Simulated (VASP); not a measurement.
# TaC (Fm-3m) in VASP: band structure with PBE

Aim: the band structure of TaC with PBE.

Everything below comes from runs of VASP 6.6.1. Logs are shortened: lines on timing, memory, paths and dates and some standing lists are left out, and cuts for length are marked.

## Step 1: The crystal as given

Symmetry: Fm-3m, No. 225, cubic system. The conventional cell has a = 4.475 Å, b = 4.475 Å, c = 4.475 Å, α = 90.00°, β = 90.00°, γ = 90.00°. Ta (site symmetry m-3m) is surrounded by 6 C at 2.24 Å. Around C (site symmetry m-3m) lie 6 Ta at 2.24 Å.

## Step 2: Band structure, PBE

INCAR reads:

```
SYSTEM = TaC
  PREC = Accurate
  ENCUT = 520
  EDIFF = 1E-6
  ISMEAR = 0
  SIGMA = 0.1
  LREAL = .False.
  LASPH = .True.
  NELM = 60
  ALGO = Fast
  ISIF = 2
  LWAVE = .False.
  LCHARG = .False.
  LMAXMIX = 4
  GGA = PE
  NBANDS = 14
```

KPOINTS reads:

```
regular mesh
0
Gamma
  16 16 16
  0 0 0
```

POSCAR reads:

```
TaC
1.0
    0.0000000000      2.2377080000      2.2377080000
    2.2377080000      0.0000000000      2.2377080000
    2.2377080000      2.2377080000      0.0000000000
Ta C
1 1
Direct
    0.0000000000      0.0000000000      0.0000000000
    0.5000000000      0.5000000000      0.5000000000
```

KPOINTS_OPT reads:

```
path GXWKGLUWLK,UX
15
line-mode
reciprocal
 0.0000000000  0.0000000000  0.0000000000  G
 0.5000000000  0.0000000000  0.5000000000  X

 0.5000000000  0.0000000000  0.5000000000  X
 0.5000000000  0.2500000000  0.7500000000  W

 0.5000000000  0.2500000000  0.7500000000  W
 0.3750000000  0.3750000000  0.7500000000  K

 0.3750000000  0.3750000000  0.7500000000  K
 0.0000000000  0.0000000000  0.0000000000  G

 0.0000000000  0.0000000000  0.0000000000  G
 0.5000000000  0.5000000000  0.5000000000  L

 0.5000000000  0.5000000000  0.5000000000  L
 0.6250000000  0.2500000000  0.6250000000  U

 0.6250000000  0.2500000000  0.6250000000  U
 0.5000000000  0.2500000000  0.7500000000  W

 0.5000000000  0.2500000000  0.7500000000  W
 0.5000000000  0.5000000000  0.5000000000  L

 0.5000000000  0.5000000000  0.5000000000  L
 0.3750000000  0.3750000000  0.7500000000  K

 0.6250000000  0.2500000000  0.6250000000  U
 0.5000000000  0.0000000000  0.5000000000  X
```

Potentials or basis: VASP PAW PBE potentials, release 64 (Ta_pv, C).

Started as:

```sh
$ cat potpaw_PBE.64/Ta_pv/POTCAR potpaw_PBE.64/C/POTCAR > POTCAR
$ mpirun -np 1 vasp_std > vasp.out
```

OUTCAR:

```text
SYSTEM = TaC
   PREC = Accurate
   ENCUT = 520
   EDIFF = 1E-6
   ISMEAR = 0
   LREAL = .False.
   LASPH = .True.
   NELM = 60
   ISIF = 2
   GGA = PE

 ion  position               nearest neighbor table
   1  0.000  0.000  0.000-   2 2.24   2 2.24   2 2.24   2 2.24   2 2.24   2 2.24
   2  0.500  0.500  0.500-   1 2.24   1 2.24   1 2.24   1 2.24   1 2.24   1 2.24

  LATTYP: Found a face centered cubic cell.
 ALAT       =     4.4754160000

  Lattice vectors:

 A1 = (   0.0000000000,   2.2377080000,   2.2377080000)
 A2 = (   2.2377080000,   0.0000000000,   2.2377080000)
 A3 = (   2.2377080000,   2.2377080000,   0.0000000000)

Analysis of symmetry for initial positions (statically):
=====================================================================
 Subroutine PRICEL returns:
 Original cell was already a primitive cell.

 Routine SETGRP: Setting up the symmetry group for a
 face centered cubic supercell.

 Subroutine GETGRP returns: Found 48 space group operations
 (whereof 48 operations were pure point group operations)
 out of a pool of 48 trial point group operations.

The static configuration has the point symmetry O_h .

Analysis of symmetry for dynamics (positions and initial velocities):
=====================================================================
 Subroutine PRICEL returns:
 Original cell was already a primitive cell.

 Routine SETGRP: Setting up the symmetry group for a
 face centered cubic supercell.

 Subroutine GETGRP returns: Found 48 space group operations
 (whereof 48 operations were pure point group operations)
 out of a pool of 48 trial point group operations.

The dynamic configuration has the point symmetry O_h .

 Subroutine INISYM returns: Found 48 space group operations
 (whereof 48 operations are pure point group operations),
 and found     1 'primitive' translations

----------------------------------------------------------------------------------------

                                     Primitive cell

  volume of cell :      22.4099

  direct lattice vectors                    reciprocal lattice vectors
     0.000000000  2.237708000  2.237708000    -0.223442916  0.223442916  0.223442916
     2.237708000  0.000000000  2.237708000     0.223442916 -0.223442916  0.223442916
     2.237708000  2.237708000  0.000000000     0.223442916  0.223442916 -0.223442916

  length of vectors
     3.164597002  3.164597002  3.164597002     0.387014483  0.387014483  0.387014483

  position of ions in fractional coordinates (direct lattice)
     0.000000000  0.000000000  0.000000000
     0.500000000  0.500000000  0.500000000

  ion indices of the primitive-cell ions
   primitive index   ion index
                 1           1
                 2           2

----------------------------------------------------------------------------------------

 KPOINTS: regular mesh

Automatic generation of k-mesh.
 Grid dimensions read from file:
 generate k-points for:   16   16   16

 Generating k-lattice:

  Cartesian coordinates                     Fractional coordinates (reciprocal lattice)
    -0.013965182  0.013965182  0.013965182     0.062500000  0.000000000  0.000000000
     0.013965182 -0.013965182  0.013965182     0.000000000  0.062500000  0.000000000
     0.013965182  0.013965182 -0.013965182     0.000000000  0.000000000  0.062500000

  Length of vectors
     0.024188405  0.024188405  0.024188405

  Shift w.r.t. Gamma in fractional coordinates (k-lattice)
     0.000000000  0.000000000  0.000000000

 Subroutine IBZKPT returns following result:
 ===========================================

 Found    145 irreducible k-points:

 Following reciprocal coordinates:
            Coordinates               Weight
  0.000000  0.000000  0.000000      1.000000
  0.062500  0.000000  0.000000      8.000000
  0.125000  0.000000  0.000000      8.000000
  0.187500  0.000000  0.000000      8.000000
  0.250000  0.000000  0.000000      8.000000
  0.312500  0.000000  0.000000      8.000000
[... 16 lines left out ...]
 -0.125000  0.062500  0.000000     24.000000
 -0.062500  0.062500  0.000000     12.000000
 [... further k-points ...]
   k-points           NKPTS =    145   k-points in BZ     NKDIM =    145   number of bands    NBANDS=     14
   number of dos      NEDOS =    301   number of ions     NIONS =      2
   total plane-waves  NPLWV =  13824
   dimension x,y,z NGX =    24 NGY =   24 NGZ =   24
   dimension x,y,z NGXF=    48 NGYF=   48 NGZF=   48
   ions per type =               1   1
   NGX,Y,Z   is equivalent  to a cutoff of  12.61, 12.61, 12.61 a.u.
   NGXF,Y,Z  is equivalent  to a cutoff of  25.22, 25.22, 25.22 a.u.
 SYSTEM =  TaC
   PREC   = accura    normal or accurate (medium, high low for compatibility)
   ISTART =      0    job   : 0-new  1-cont  2-samecut
   ICHARG =      2    charge: 1-file 2-atom 10-const
   ISPIN  =      1    spin polarized calculation?
   LNONCOLLINEAR =      F non collinear calculations
   LSORBIT =      F    spin-orbit coupling
   LASPH  =      T    aspherical Exc in radial PAW
   ENCUT  =  520.0 eV  38.22 Ry    6.18 a.u.   5.88  5.88  5.88*2*pi/ulx,y,z
   NELM   =     60;   NELMIN=  2; NELMDL= -5     # of ELM steps
   EDIFF  = 0.1E-05   stopping-criterion for ELM
   LREAL  =      F    real-space projection
   EDIFFG = 0.1E-04   stopping-criterion for IOM
   NSW    =      0    number of steps for IOM
   IBRION =     -1    ionic relax: 0-MD 1-quasi-New 2-CG
   NFREE  =      0    steps in history (QN), initial steepest desc. (CG)
   ISIF   =      2    stress and relaxation
   ISYM   =      2    0-nonsym 1-usesym 2-fastsym
   POTIM  = 0.5000    time-step for ionic-motion
   TEBEG  =    0.0;   TEEND  =   0.0 temperature during run
   PSTRESS=    0.0 pullay stress
   NELECT =      15.0000    total number of electrons
   NUPDOWN=      -1.0000    fix difference up-down
   EMIN   =  10.00;   EMAX   =-10.00  energy-range for DOS
   EFERMI =   0.00;   METHOD = LEGACY
   ISMEAR =     0;   SIGMA  =   0.10  broadening in eV -4-tet -1-fermi 0-gaus
   EFERMI_NEDOS =   21; number of points for ismear=-14 and -15
   IALGO  =     68    algorithm
   IMIX   =      4    mixing-type and parameters
     AMIX     =   0.40;   BMIX     =  1.00
     AMIX_MAG =   1.60;   BMIX_MAG =  1.00
  volume/ion in A,a.u.               =      11.20        75.61
  Fermi-wavevector in a.u.,A,eV,Ry     =   1.432051  2.706184 27.902423  2.050770
  Thomas-Fermi vector in A             =   2.551721
   LORBIT       =      0    0 simple, 1 ext, 2 COOP (PROOUT), +10 PAW based schemes
   GGA     = PE    functional components
   LHFCALC =     F    Hartree Fock is set to
   AEXX    =    0.0000 exact exchange contribution
   IVDW    =     0    specifies the selected vdW correction
   LEPSILON=     F    determine dielectric tensor
   LRPA    =     F    only Hartree local field effects (RPA)
 non-spin polarized calculation
 RMM-DIIS sequential band-by-band and
 Gauss-broadening in eV      SIGMA  =   0.10
  energy-cutoff  :      520.00
  volume of cell :       22.41
 maximum number of plane-waves:       620
   NGX = 11   NGY = 11   NGZ = 11

 number of electron      14.9999999 magnetization

 Free energy of the ion-electron system (eV)
  ---------------------------------------------------
  ext. energy  EPLUGINS =         0.00000000
  ---------------------------------------------------
  free energy    TOTEN  =       -22.20731721 eV

  energy without entropy =      -22.20566511  energy(sigma->0) =      -22.20649116

 E-fermi :   8.2383     XC(G=0): -13.1317

 val. band max:        8.2123446996   @ k =   0.4375   0.1875   0.0625
 cond. band min:       8.2587102262   @ k =   0.1250   0.0625   0.0000
 fundamental gap:      0.0463655265
 Fermi energy:         8.2382668378

 k-point     1 :       0.0000    0.0000    0.0000
  band No.  band energies     occupation
      1     -26.8540      2.00000
      2     -26.8540      2.00000
      3     -26.8540      2.00000
      4      -6.4643      2.00000
      5       6.9489      2.00000
      6       6.9489      2.00000
      7       6.9489      2.00000
      8       7.7878      2.00000
      9       7.7878      2.00000
     10       7.7878      2.00000
     11       8.8962      0.00000
     12       8.8962      0.00000
     13      14.6745      0.00000
     14      18.2938      0.00000

 k-point     2 :       0.0625    0.0000    0.0000
  band No.  band energies     occupation
      1     -26.8813      2.00000
      2     -26.8567      2.00000
      3     -26.8567      2.00000
      4      -6.3558      2.00000
      5       6.3513      2.00000
      6       6.6911      2.00000
      7       6.6911      2.00000
      8       7.4312      2.00000
      9       7.4312      2.00000
     10       8.1480      1.79815
     11       9.7266      0.00000
     12       9.7266      0.00000
     13      14.8940      0.00000
     14      18.5696      0.00000

 k-point     3 :       0.1250    0.0000    0.0000
  band No.  band energies     occupation
      1     -26.9584      2.00000
      2     -26.8646      2.00000
      3     -26.8646      2.00000
      4      -6.0388      2.00000
      5       5.3246      2.00000
      6       5.8284      2.00000
      7       5.8284      2.00000
      8       7.6024      2.00000
      9       7.6024      2.00000
     10       8.5577      0.00001
     11      11.0551      0.00000
     12      11.0551      0.00000
     13      15.4652      0.00000
     14      19.3310      0.00000
[... 324 lines left out ...]
 k-point    23 :      -0.1250    0.0625    0.0000
  band No.  band energies     occupation
      1     -27.0032      2.00000
      2     -26.8902      2.00000
      3     -26.8615      2.00000
      4      -5.8040      2.00000
      5       4.7970      2.00000
      6       5.2561      2.00000
      7       5.4270      2.00000
      8       7.4187      2.00000
      9       8.3285      0.20193
     10       8.9572      0.00000
     11      10.8229      0.00000
     12      12.3550      0.00000
     13      15.8909      0.00000
     14      19.8636      0.00000

 k-point    24 :      -0.0625    0.0625    0.0000
  band No.  band energies     occupation
      1     -26.9190      2.00000
      2     -26.8724      2.00000
      3     -26.8562      2.00000
      4      -6.1790      2.00000
      5       5.8343      2.00000
      6       6.0307      2.00000
      7       6.1541      2.00000
      8       7.1149      2.00000
      9       8.0003      1.99924
     10       8.5782      0.00000
     11       9.8527      0.00000
     12      10.9657      0.00000
     13      15.2465      0.00000
     14      19.0075      0.00000

 [... further k-points ...]

------------------------ aborting loop because EDIFF is reached ----------------------------------------

  FORCE on cell =-STRESS in cart. coord.  units (eV):
  Direction    XX          YY          ZZ          XY          YZ          ZX
  --------------------------------------------------------------------------------------
  -------------------------------------------------------------------------------------
  Total        0.0936608      0.0936608      0.0936608      0.0000000     -0.0000000      0.0000000
  in kB        6.6961986      6.6961986      6.6961986      0.0000000     -0.0000000      0.0000000
  external PRESSURE =       6.6961986 kB  Pullay stress =       0.0000000 kB

 VOLUME and BASIS-vectors are now :
 -----------------------------------------------------------------------------
  energy-cutoff  :      520.00
  volume of cell :       22.41
      direct lattice vectors                 reciprocal lattice vectors
     0.000000000  2.237708000  2.237708000    -0.223442916  0.223442916  0.223442916
     2.237708000  0.000000000  2.237708000     0.223442916 -0.223442916  0.223442916
     2.237708000  2.237708000  0.000000000     0.223442916  0.223442916 -0.223442916

 POSITION                                       TOTAL-FORCE (eV/Angst)
 -----------------------------------------------------------------------------------
      0.00000      0.00000      0.00000        -0.000000      0.000000      0.000000
      2.23771      2.23771      2.23771         0.000000     -0.000000     -0.000000
 -----------------------------------------------------------------------------------
    total drift:                                0.000000     -0.000000     -0.000000

  FREE ENERGIE OF THE ION-ELECTRON SYSTEM (eV)
  ---------------------------------------------------
  free  energy   TOTEN  =       -22.2073172135 eV

  energy  without entropy=      -22.2056651093  energy(sigma->0) =      -22.20649116
```

Wall time 29 s (1 thread of Intel Xeon Platinum 8488C (Sapphire Rapids), shared host); peak memory 0.2 GiB.

What came out:

```yaml
Free_energy: -22.2073 eV
Pressure: 0.7 GPa
Band_gap_along_the_path: none (metal or under the smearing width)
```

Levels at the corners of the path, in eV from the Fermi level:
```csv
point,band 3,band 4,band 5,band 6,band 7,band 8,band 9,band 10,band 11,band 12
Γ,-35.09,-14.70,-1.29,-1.29,-1.29,-0.45,-0.45,-0.45,0.66,0.66
X,-35.33,-12.60,-4.60,-4.45,-1.75,-1.75,2.58,4.03,4.03,6.75
X,-35.33,-12.60,-4.60,-4.45,-1.75,-1.75,2.58,4.03,4.03,6.75
W,-35.34,-11.73,-5.22,-4.94,-4.94,1.61,1.61,4.04,4.88,6.26
W,-35.34,-11.73,-5.22,-4.94,-4.94,1.61,1.61,4.04,4.88,6.26
K,-35.27,-11.84,-5.82,-4.85,-3.78,-0.59,3.12,3.94,6.19,6.21
K,-35.27,-11.84,-5.82,-4.85,-3.78,-0.59,3.12,3.94,6.19,6.21
Γ,-35.09,-14.70,-1.29,-1.29,-1.29,-0.45,-0.45,-0.45,0.66,0.66
Γ,-35.09,-14.70,-1.29,-1.29,-1.29,-0.45,-0.45,-0.45,0.66,0.66
L,-35.16,-10.35,-8.62,-5.39,-5.39,2.69,2.69,3.65,5.37,9.81
L,-35.16,-10.35,-8.62,-5.39,-5.39,2.69,2.69,3.65,5.37,9.81
U,-35.27,-11.84,-5.82,-4.85,-3.78,-0.59,3.12,3.94,6.19,6.21
U,-35.27,-11.84,-5.82,-4.85,-3.78,-0.59,3.12,3.94,6.19,6.21
W,-35.34,-11.73,-5.22,-4.94,-4.94,1.61,1.61,4.04,4.88,6.26
W,-35.34,-11.73,-5.22,-4.94,-4.94,1.61,1.61,4.04,4.88,6.26
L,-35.16,-10.35,-8.62,-5.39,-5.39,2.69,2.69,3.65,5.37,9.81
L,-35.16,-10.35,-8.62,-5.39,-5.39,2.69,2.69,3.65,5.37,9.81
K,-35.27,-11.84,-5.82,-4.85,-3.78,-0.59,3.12,3.94,6.19,6.21
U,-35.27,-11.84,-5.82,-4.85,-3.78,-0.59,3.12,3.94,6.19,6.21
X,-35.33,-12.60,-4.60,-4.45,-1.75,-1.75,2.58,4.03,4.03,6.75
```

Caveat: spin-orbit coupling is left out, which moves the levels of the heavy elements.
